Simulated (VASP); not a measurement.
# GaP (F-43m) in VASP: further runs, part 2 of 2

VASP 6.6.1.

### 3 Dielectric tensor, LDA

INCAR reads:

```
SYSTEM = GaP
  ALGO = Normal
  EDIFF = 1E-8
  ENCUT = 400
  ISIF = 2
  ISMEAR = 0
  LASPH = .True.
  LCHARG = .False.
  LEPSILON = .True.
  LREAL = .False.
  LWAVE = .False.
  NELM = 100
  PREC = Accurate
  SIGMA = 0.01
```

KPOINTS reads:

```
k-points
0
Gamma
  8 8 8
  0 0 0
```

POSCAR reads:

```
GaP
1.0
    0.0000000000      2.7252500000      2.7252500000
    2.7252500000      0.0000000000      2.7252500000
    2.7252500000      2.7252500000      0.0000000000
Ga P
1 1
Direct
    0.0000000000      0.0000000000      0.0000000000
    0.7500000000      0.7500000000      0.7500000000
```

Potentials or basis: VASP PAW LDA potentials, release 64 (Ga_d, P).

On the command line:

```bash
$ cat potpaw_LDA.64/Ga_d/POTCAR potpaw_LDA.64/P/POTCAR > POTCAR
$ mpirun -np 1 vasp_std > vasp.out
```

OUTCAR:

```text
SYSTEM = GaP
   EDIFF = 1E-8
   ENCUT = 400
   ISIF = 2
   ISMEAR = 0
   LASPH = .True.
   LEPSILON = .True.
   LREAL = .False.
   NELM = 100
   PREC = Accurate

 Found     29 irreducible k-points:

 Following reciprocal coordinates:
            Coordinates               Weight
  0.000000  0.000000  0.000000      1.000000
  0.125000  0.000000  0.000000      8.000000
  0.250000  0.000000  0.000000      8.000000
  0.375000  0.000000  0.000000      8.000000
  0.500000  0.000000  0.000000      4.000000
  0.125000  0.125000  0.000000      6.000000
   k-points           NKPTS =     29   k-points in BZ     NKDIM =     29   number of bands    NBANDS=     13
   number of dos      NEDOS =    301   number of ions     NIONS =      2
   total plane-waves  NPLWV =  21952
   dimension x,y,z NGX =    28 NGY =   28 NGZ =   28
[... 235 lines left out ...]
     0.00000  0.00000 -0.00054

 MACROSCOPIC STATIC DIELECTRIC TENSOR (including local field effects in DFT)
 ------------------------------------------------------
          11.911482    -0.000000     0.000000
           0.000000    11.911482     0.000000
          -0.000000     0.000000    11.911482
 ------------------------------------------------------

 PIEZOELECTRIC TENSOR (including local field effects)  for field in x, y, z        (e  Angst)
          XX          YY          ZZ          XY          YZ          ZX
  --------------------------------------------------------------------------------
  x    -0.00000     0.00000     0.00000    -0.00000     2.04966     0.00000
  y    -0.00000     0.00000     0.00000     0.00000    -0.00000     2.04966
  z     0.00000     0.00000    -0.00000     2.04966     0.00000    -0.00000

 PIEZOELECTRIC TENSOR (including local field effects)  for field in x, y, z        (C/m^2)
          XX          YY          ZZ          XY          YZ          ZX
  --------------------------------------------------------------------------------
  x    -0.00000     0.00000     0.00000    -0.00000     0.81123     0.00000
  y    -0.00000     0.00000     0.00000     0.00000    -0.00000     0.81123
  z     0.00000     0.00000    -0.00000     0.81123     0.00000    -0.00000

 BORN EFFECTIVE CHARGES (including local field effects) (in |e|, cummulative output)
 ---------------------------------------------------------------------------------
 ion    1
    1     2.17916    -0.00000     0.00000
    2     0.00000     2.17916     0.00000
    3    -0.00000     0.00000     2.17916
 ion    2
    1    -2.17916     0.00000    -0.00000
    2     0.00000    -2.17916     0.00000
    3     0.00000    -0.00000    -2.17916
```

Run time: 2.4 min. Hardware: 1 thread of Intel Xeon Platinum 8488C (Sapphire Rapids), shared host; peak memory 0.21 GiB.

These settings aren't checked as converged: the numbers below hold their error.

Results:

```yaml
Band_gap_on_the_k_mesh: 1.49 eV, indirect (least direct gap 1.64 eV)
Electronic_dielectric_tensor_diagonal: 11.91
Born_charges_mean_of_the_diagonal: Ga +2.18; P -2.18 e
```

### 4 Dielectric tensor, LDA

INCAR: that of step 3 with these lines changed.

```diff
@@ -2,3 +2,3 @@
   ALGO = Normal
-  EDIFF = 1E-8
+  EDIFF = 1E-5
   ENCUT = 400
```

KPOINTS is that of step 3.

POSCAR is that of step 3.

Potentials or basis: VASP PAW LDA potentials, release 64 (Ga_d, P).

On the command line:

```bash
$ cat potpaw_LDA.64/Ga_d/POTCAR potpaw_LDA.64/P/POTCAR > POTCAR
$ mpirun -np 1 vasp_std > vasp.out
```

OUTCAR:

```text
SYSTEM = GaP
   EDIFF = 1E-5
   ENCUT = 400
   ISIF = 2
   ISMEAR = 0
   LASPH = .True.
   LEPSILON = .True.
   LREAL = .False.
   NELM = 100
   PREC = Accurate

 Found     29 irreducible k-points:

 Following reciprocal coordinates:
            Coordinates               Weight
  0.000000  0.000000  0.000000      1.000000
  0.125000  0.000000  0.000000      8.000000
  0.250000  0.000000  0.000000      8.000000
  0.375000  0.000000  0.000000      8.000000
  0.500000  0.000000  0.000000      4.000000
  0.125000  0.125000  0.000000      6.000000
   k-points           NKPTS =     29   k-points in BZ     NKDIM =     29   number of bands    NBANDS=     13
   number of dos      NEDOS =    301   number of ions     NIONS =      2
   total plane-waves  NPLWV =  21952
   dimension x,y,z NGX =    28 NGY =   28 NGZ =   28
   dimension x,y,z NGXF=    56 NGYF=   56 NGZF=   56
   ions per type =               1   1
   NGX,Y,Z   is equivalent  to a cutoff of  12.08, 12.08, 12.08 a.u.
   NGXF,Y,Z  is equivalent  to a cutoff of  24.16, 24.16, 24.16 a.u.
 SYSTEM =  GaP
   PREC   = accura    normal or accurate (medium, high low for compatibility)
   ISTART =      0    job   : 0-new  1-cont  2-samecut
   ICHARG =      2    charge: 1-file 2-atom 10-const
   ISPIN  =      1    spin polarized calculation?
   LNONCOLLINEAR =      F non collinear calculations
   LSORBIT =      F    spin-orbit coupling
   LASPH  =      T    aspherical Exc in radial PAW
   ENCUT  =  400.0 eV  29.40 Ry    5.42 a.u.   6.29  6.29  6.29*2*pi/ulx,y,z
[... 207 lines left out ...]

  energy without entropy =       -1.28647890

------------------------ aborting loop because EDIFF is reached ----------------------------------------

 PIEZOELECTRIC TENSOR FIELD DIRECTION 3  (e Angst)
 -----------------------------------------------------------------------------
    -0.00051  2.04218  0.00000           (  0.00000  0.03696  0.00000)
     2.04218 -0.00051  0.00000           (  0.03696  0.00000  0.00000)
     0.00000  0.00000 -0.00078           (  0.00000  0.00000 -0.00000)

 PIEZOELECTRIC TENSOR FIELD DIRECTION 3  (C/m^2)
 -----------------------------------------------------------------------------
    -0.00020  0.80827  0.00000
     0.80827 -0.00020  0.00000
     0.00000  0.00000 -0.00031

 MACROSCOPIC STATIC DIELECTRIC TENSOR (including local field effects in DFT)
 ------------------------------------------------------
          11.909649     0.000000     0.000000
          -0.000000    11.909649    -0.000000
           0.000000     0.000000    11.909649
 ------------------------------------------------------

 PIEZOELECTRIC TENSOR (including local field effects)  for field in x, y, z        (e  Angst)
          XX          YY          ZZ          XY          YZ          ZX
  --------------------------------------------------------------------------------
  x     0.00000     0.00000     0.00000     0.00000     2.04951     0.00000
  y     0.00000     0.00000     0.00000     0.00000     0.00000     2.04951
  z     0.00000     0.00000    -0.00000     2.04951     0.00000     0.00000

 PIEZOELECTRIC TENSOR (including local field effects)  for field in x, y, z        (C/m^2)
          XX          YY          ZZ          XY          YZ          ZX
  --------------------------------------------------------------------------------
  x     0.00000     0.00000     0.00000     0.00000     0.81117     0.00000
  y     0.00000     0.00000     0.00000     0.00000     0.00000     0.81117
  z     0.00000     0.00000    -0.00000     0.81117     0.00000     0.00000

 BORN EFFECTIVE CHARGES (including local field effects) (in |e|, cummulative output)
 ---------------------------------------------------------------------------------
 ion    1
    1     2.17917     0.00000    -0.00000
    2     0.00000     2.17917     0.00000
    3     0.00000     0.00000     2.17917
 ion    2
    1    -2.17917    -0.00000     0.00000
    2    -0.00000    -2.17917    -0.00000
    3    -0.00000    -0.00000    -2.17917
```

OSZICAR:

```text
N       E                     dE             d eps       ncg     rms          rms(c)
DAV:   1     0.679841083832E+02    0.67984E+02   -0.82991E+03   762   0.169E+03
DAV:   2    -0.583221254259E+01   -0.73816E+02   -0.71319E+02   824   0.279E+02
DAV:   3    -0.106685923557E+02   -0.48364E+01   -0.48175E+01   949   0.670E+01
[... 13 lines left out ...]
RMM:   4    -0.127787838987E+01   -0.26252E-01   -0.44290E-02  4850   0.128E+00    0.154E-01
RMM:   5    -0.128274234830E+01   -0.48640E-02   -0.30471E-03  4773   0.389E-01    0.379E-02
RMM:   6    -0.128631568751E+01   -0.35733E-02   -0.55825E-04  4888   0.156E-01    0.263E-02
RMM:   7    -0.128612058464E+01    0.19510E-03   -0.36228E-05  4833   0.585E-02    0.670E-03
RMM:   8    -0.128654130019E+01   -0.42072E-03   -0.13935E-05  4975   0.224E-02    0.103E-03
RMM:   9    -0.128648555748E+01    0.55743E-04    0.34406E-06  4107   0.859E-03    0.508E-04
RMM:  10    -0.128647890032E+01    0.66572E-05   -0.15298E-07  2425   0.352E-03    0.204E-04
```

Run time: 1.7 min. Hardware: 1 thread of Intel Xeon Platinum 8488C (Sapphire Rapids), shared host; peak memory 0.21 GiB.

The run converged, but some of its settings lie outside the range that counts as converged, so its numbers aren't taken as properties of the crystal.

What came out:

- Band gap on the k mesh: 1.49 eV, indirect (least direct gap 1.64 eV)
- Electronic dielectric tensor (diagonal): 11.91
- Born charges (mean of the diagonal): Ga +2.18; P -2.18 e

### 5 The reference run

An earlier run on the cell as given: functional PBE; potentials or basis VASP PAW PBE potentials, release 64 (Ga_d, P); cutoff 520 eV; k mesh 8 × 8 × 8; occupations fermi-dirac, width 0.05 eV; no spin polarisation.

- Pressure: 2.5 GPa
- Band gap on the k mesh: 1.64 eV, indirect (least direct gap 1.83 eV)
